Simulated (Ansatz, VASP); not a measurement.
Given: the input of a run of Ansatz 0.2.0 on PtS2.

File input.yaml:

```yaml
crystal:
  lattice:
    - [3.5432, 0.0, 0.0]
    - [-1.7716, 3.0685012107, 0.0]
    - [0.0, 0.0, 5.0388]
  atoms:
    - { symbol: Pt, position: [0.0, 0.0, 0.0] }
    - { symbol: S, position: [0.6666666667, 0.3333333333, 0.773] }
    - { symbol: S, position: [0.3333333333, 0.6666666667, 0.227] }
hamiltonian:
  xc: pbesol
  pseudopotentials: { kind: paw }
kpoints:
  mp_grid: { grid: [9, 9, 5] }
scf:
  occupations: { method: fermi_dirac, width: 0.05 }
output:
  forces: true
  stress: true
  eigenvalues: true
```

Potentials or basis: Ansatz PAW.

Run with:

```sh
$ ansatz run input.yaml --threads 1 --pin off --max-ram 3584MiB --backend cpu --events-out ev --progress --plain --runs-dir out
```

Problem. Translate it to VASP 6.6.1. Potentials there: VASP PAW PBE potentials, release 64 (Pt, S).

Solution. As run (the cutoff follows the program's own potentials):

INCAR

```
SYSTEM = PtS2
ALGO = Normal
EDIFF = 1E-7
ENCUT = 520
GGA = PS
ISIF = 2
ISMEAR = -1
LASPH = .TRUE.
LCHARG = .TRUE.
LELF = .TRUE.
LREAL = .FALSE.
LVHAR = .TRUE.
LWAVE = .FALSE.
NBANDS = 18
NELM = 60
PREC = Accurate
SIGMA = 0.05
```

Contents of KPOINTS:

```
k-points
0
G
  9 9 5
  0 0 0
```

Contents of POSCAR:

```
PtS2
1.0
    3.5432000000      0.0000000000      0.0000000000
   -1.7716000000      3.0685012107      0.0000000000
    0.0000000000      0.0000000000      5.0388000000
Pt S
1 2
Direct
    0.0000000000      0.0000000000      0.0000000000
    0.6666666667      0.3333333333      0.7730000000
    0.3333333333      0.6666666667      0.2270000000
```

Potentials or basis: VASP PAW PBE potentials, release 64 (Pt, S).

Launch:

```console
$ cat potpaw_PBE.64/Pt/POTCAR potpaw_PBE.64/S/POTCAR > POTCAR
$ mpirun -np 1 vasp_std > vasp.out
```

Both were run:

|  | VASP | Ansatz | Ansatz less VASP |
| --- | --- | --- | --- |
| gap on the k mesh at the Fermi level (eV) | 0.96 | 0.95 | -0.016 |
| least direct gap on the mesh (eV) | 1.00 | 0.99 | -0.010 |
| pressure (GPa) | 6.1 | 6.4 | +0.30 |
| largest component of the traceless stress (GPa) | 0.40 | 0.54 | +0.147 |
| rms of the force components (eV/Å) | 0.438 | 0.449 | +0.0103 |

Atom by atom the forces differ by 0.010 eV/Å (rms over components). The two sets of potentials don't hold the same shells in valence.

Caveats: spin-orbit coupling is left out, which moves the levels of the heavy elements; the PAW data sets were made with another functional, which shifts forces and pressure a little (VASP); an odd mesh through Γ misses points on the zone boundary, where band edges often lie (VASP); odd divisions of the mesh miss points on the zone boundary, where band edges often lie, so the gap on the mesh can be too wide (Ansatz); the PAW data sets come from PBE, with cores solved anew for the run's functional, which leaves a small shift of forces and pressure (Ansatz). As with any semilocal functional, this PBEsol gap is likely too small.
